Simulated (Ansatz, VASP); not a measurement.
## One calculation of Ge, two programs

Contents of INCAR:

```
PREC = Accurate ; ENCUT = 520
EDIFF = 1E-7 ; ISMEAR = -1
SIGMA = 0.05 ; LREAL = F
LASPH = T ; NELM = 80
ALGO = Normal ; ISIF = 2
LWAVE = F ; LCHARG = F
GGA = PS ; NBANDS = 36
```

The input KPOINTS:

```
Automatic mesh
0
Gamma
  8 8 3
```

POSCAR

```
Ge
1.0
    4.0232197949      0.0000000000      0.0000000000
   -2.0116098974      3.4842105474      0.0000000000
    0.0000000000      0.0000000000     10.9195758440
Ge
4
Direct
    0.6666666667      0.3333333333      0.4148480000
    0.3333333333      0.6666666667      0.9148480000
    0.0000000000      0.0000000000      0.4774520000
    0.0000000000      0.0000000000      0.9774520000
```

The input input.yaml:

```yaml
crystal:
  lattice:
    - [4.0232197949, 0.0, 0.0]
    - [-2.0116098974, 3.4842105474, 0.0]
    - [0.0, 0.0, 10.919575844]
  atoms:
    - { symbol: Ge, position: [0.6666666667, 0.3333333333, 0.414848] }
    - { symbol: Ge, position: [0.3333333333, 0.6666666667, 0.914848] }
    - { symbol: Ge, position: [0.0, 0.0, 0.477452] }
    - { symbol: Ge, position: [0.0, 0.0, 0.977452] }
hamiltonian:
  xc: pbesol
  pseudopotentials: { kind: paw }
kpoints:
  mp_grid: { grid: [8, 8, 3] }
scf:
  occupations: { method: fermi_dirac, width: 0.05 }
output:
  forces: true
  stress: true
  eigenvalues: true
  write_density: true
  write_potential: true
  elf: true
  volumetric_format: npy
```

Change from the starting cell: volume scaled by 0.98.

Alike in both runs: task single point; functional PBEsol; k mesh 8 × 8 × 3; occupations fermi-dirac, width 0.05 eV; no spin polarisation.

|  | VASP | Ansatz |
| --- | --- | --- |
| version | VASP 6.6.1 | Ansatz 0.2.0 |
| potentials or method | VASP PAW PBE potentials, release 64 (Ge_d) | Ansatz PAW |
| plane-wave cutoff (eV) | 520 | 420 |
| valence electrons in the cell | 56 | 56 |

```tsv
	VASP	Ansatz	Ansatz less VASP
gap on the k mesh at the Fermi level (eV)	0.68	0.68	0.000
least direct gap on the mesh (eV)	0.69	0.69	0.000
pressure (GPa)	-1.1	-1.0	+0.05
largest component of the traceless stress (GPa)	0.48	0.45	-0.024
rms of the force components (eV/Å)	0.072	0.068	-0.0036
```

Atom by atom the forces differ by 0.004 eV/Å (rms over components).

Caveats: the PAW data sets were made with another functional, which shifts forces and pressure a little (VASP); an odd mesh through Γ misses points on the zone boundary, where band edges often lie (VASP); odd divisions of the mesh miss points on the zone boundary, where band edges often lie, so the gap on the mesh can be too wide (Ansatz); the PAW data sets come from PBE, with cores solved anew for the run's functional, which leaves a small shift of forces and pressure (Ansatz).
